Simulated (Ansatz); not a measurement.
NaF, DFT, LDA, all-electron PAW with datasets made for the crystal, scalar-relativistic (Ansatz 0.2.0), run on 1 thread of Intel(R) Xeon(R) Platinum 8488C (Sapphire Rapids) on a shared host.

The geometry is COD entry 9007459, unchecked; take it as a test cell. The listed cell was then made from it by scaling, straining or moving an atom.

Command: `ansatz run input.yaml --threads 1 --pin off --max-ram 3072MiB --backend cpu --events-out ev --progress --plain --runs-dir out`

```yaml
crystal:
  lattice:
    - [0.0, 2.2758724064, 2.2758724064]
    - [2.2758724064, 0.0, 2.2758724064]
    - [2.2758724064, 2.2758724064, 0.0]
  atoms:
    - { symbol: Na, position: [0.0, 0.0, 0.0] }
    - { symbol: F, position: [0.5, 0.5, 0.5] }
kpoints:
  mp_grid: { grid: [10, 10, 10] }
scf:
  occupations: { method: fermi_dirac, width: 0.02 }
hamiltonian:
  xc: lda
  pseudopotentials: { kind: all_electron, datasets: crystal }
output:
  forces: true
  stress: true
  eigenvalues: true
  efg: { contact_densities: true }
```

How large is the problem that the program sets up?

47 irreducible k-points, 283 plane waves at Γ, 12 bands.

Estimate the wall time and the peak memory.

4.2 s of wall time for 11 SCF iterations, with a peak of 0.41 GiB. Times on shared machines scatter by tens of per cent.
